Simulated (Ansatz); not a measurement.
## Elastic constants of AlCu$_{3}$: input and output

These are results of Ansatz 0.2.0, DFT r2SCAN, scalar-relativistic, plane waves, PAW, not measurements.

Launched with:
```bash
ansatz run input.yaml --threads 1 --pin off --max-ram 3072MiB --backend cpu --events-out ev --progress --plain --runs-dir out
```

Input (bare energies are in eV):
```yaml
crystal:
  lattice:
    - [3.6422655111, 0.0, 0.0]
    - [0.0, 3.6422655111, 0.0]
    - [0.0, 0.0, 3.6422655111]
  atoms:
    - { symbol: Al, position: [0.0, 0.0, 0.0] }
    - { symbol: Cu, position: [0.5, 0.5, 0.0] }
    - { symbol: Cu, position: [0.5, 0.0, 0.5] }
    - { symbol: Cu, position: [0.0, 0.5, 0.5] }
basis:
  ecutwfc: 500
kpoints:
  mp_grid: { grid: [12, 12, 12] }
hamiltonian:
  xc: r2scan
scf:
  occupations: { method: fermi_dirac, width: 0.15 }
output:
  forces: true
  stress: true
  eigenvalues: true
elastic:
  mode: relaxed_ion
  amplitude: 0.005
  stencil: two_point
```

From the output:
```
--- Elastic constants: 2 strain directions × 2 members + reference (group order 48) ---
  dense FFT box of the reference and of every strained cell: 27×27×27
  strains applied: 11, 23; error gains: componentwise 1.00 (the most a stress slope's error grows in a printed constant), spectral 1.73 (1 for all six strains in a standard setting)
  C = ∂σ_k/∂η_j (tension-positive GPa; Voigt order 11 22 33 23 13 12):
       175.027    138.771    138.771     -0.000     -0.000     -0.000
       138.771    175.027    138.771     -0.000     -0.000     -0.000
       138.771    138.771    175.027     -0.000     -0.000     -0.000
        -0.000     -0.000     -0.000    102.203      0.000      0.000
         0.000      0.000     -0.000      0.000    102.203      0.000
        -0.000     -0.000      0.000      0.000      0.000    102.203
  reference stress σ⁰ (GPa):      0.000      0.000      0.000     -0.000     -0.000     -0.000
  C* (energy form; C + prestress term) asymmetry max|C*_kj − C*_jk| = 2.842e-14 GPa — a small one proves nothing (zero by symmetry where the batch's group is 432, −43m or m−3m); a large one is finite-difference/SCF noise where every solve ...
  moduli (Voigt/Reuss/Hill, GPa): K = 150.86/150.86/150.86   G = 68.57/35.80/52.18   E = 140.37   ν = 0.345
  mechanically stable: yes (min eigenvalue of sym C = 36.26 GPa)
  strain η (Voigt 11):  stress-route row diagonal C_11 = 175.03 GPa, energy-path curvature d²(F+E_count+ΔE)/dδ²/Ω₀ = 175.00 GPa
         δ    σ_11 (GPa) F (eV) n_scf n_hpsi n_pw
    -5.000e-3      -0.8818      -20434.9235323      15  196313   1240   relax 0 steps, max|allowed force component| 1.02e-28 eV/Å
     5.000e-3       0.8685      -20434.9235396      10  140556   1255   relax 0 steps, max|allowed force component| 1.23e-28 eV/Å
  strain η (Voigt 23):  stress-route row diagonal C_44 = 102.20 GPa, energy-path curvature d²(F+E_count+ΔE)/dδ²/Ω₀ = 102.23 GPa
         δ    σ_23 (GPa) F (eV) n_scf n_hpsi n_pw
    -5.000e-3      -0.5110      -20434.9238122      12  253646   1249   relax 0 steps, max|allowed force component| 2.79e-28 eV/Å
     5.000e-3       0.5110      -20434.9238122      10  213947   1249   relax 0 steps, max|allowed force component| 5.37e-28 eV/Å
```

Time: 3.5 min on 1 thread of Intel(R) Xeon(R) Platinum 8488C (Sapphire Rapids) (shared host), peak memory 0.92 GiB.

In a metal, frequencies and elastic constants depend on the k mesh and the smearing, soft modes and shear constants most.